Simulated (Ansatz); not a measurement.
# BaTe, relaxed from a PbO-type start to space group Pm-3m (read at 0.02 Å)

Level of theory: DFT, PBE, scalar-relativistic, no spin polarisation; plane waves to 420 eV with PAW datasets (Ansatz 0.2.0), Γ-centred 6×6×8 mesh, 0.05 eV Gaussian smearing; PAW files: Ansatz's generated set soft_2.

```xyz
4
Lattice="6.0014 0.0000 0.0000 0.0000 6.0014 0.0000 0.0000 0.0000 4.2436" Properties=species:S:1:pos:R:3 pbc="T T T"
Ba    3.0007    0.0000    2.1216
Ba    0.0000    3.0007    2.1220
Te    0.0000    0.0000    0.0000
Te    3.0007    3.0007    0.0000
```

This is a trial structure: the heavier alkaline earths' oxides and chalcogenides take the rock-salt structure.

The run above is the reference. The same cell was run again with other input settings; several of them aren't fit for production, so the rows show the settings' effect and aren't properties of the material.

```tsv
keys changed	outcome	ΔE (meV/atom)	P (GPa)	gap on the mesh (eV)	cell moment (μB)	largest force component (eV/Å)	SCF iterations	rough core-seconds	new warnings
none (reference)	converged	0.0	0.0	0.86	–	0.000	–	–	–
scf.mixing.algorithm: "broyden"; scf.mixing.beta: 0.1; hamiltonian.pseudopotentials: {"kind": "nc", "accuracy": "standard"}; hamiltonian.xc: "pbe" → "revpbe"	converged	–	0.7	1.07	–	0.000	13	19	cutoff below recommended
hamiltonian.dispersion: "d4"	converged	–	-1.3	0.86	–	0.000	6	12	–
hamiltonian.xc: "pbe" → "r2scan"	converged	–	0.0	1.20	–	0.000	6	25	cutoff below recommended
basis.ecutrho_ratio: 4 → 12; scf.initial_density.chi_scale: 0.3	converged	0.0	0.0	0.86	–	0.000	9	19	–
scf.lower_state_search: "light"; scf.eigensolver.kind: "davidson"	converged	0.0	0.0	0.86	–	0.000	6	24	–
```

These changes also left energy (to 0.1 meV/atom), pressure, gap, moment and forces as in the reference: scf.occupations.width: 0.05 → 0.2; accuracy: "high" | accuracy: "high"; scf.mixing.algorithm: "anderson"; scf.mixing.beta: 0.7; scf.mixing.ndim: 8.

ΔE is the energy with the smearing extrapolated to zero. It is left out where the change alters the Hamiltonian or the spin treatment. The varied runs start from atomic densities (corrected by the program's trained start where that serves), with the default search for lower states unless a row changes it.

(1) What happens with these changes: hamiltonian.xc: "pbe" → "rpbe"?

(2) What happens with these changes: scf.mixing.preconditioner: "kerker_dos"; hamiltonian.xc: "pbe" → "lda"; basis.ecutwfc: 420 → "450 eV"?

Answers:

(1) outcome converged, P (GPa) 1.4, gap on the mesh (eV) 0.96, largest force component (eV/Å) 0.000, SCF iterations 6, rough core-seconds 18.

(2) outcome converged, P (GPa) -3.0, gap on the mesh (eV) 0.75, largest force component (eV/Å) 0.000, SCF iterations 6, rough core-seconds 20.

Other pseudopotential files need their own cutoff; where it is too low, pressure and moments show the cutoff and not the files.

The pair part of a dispersion correction pulls inward (a three-body part mostly pushes out), and in metals and ionic crystals with large ions it often overbinds.

Of the reference: Semilocal functionals underestimate band gaps, commonly by a third or more. For elements this heavy, spin–orbit coupling would shift levels and gaps; it isn't included here.
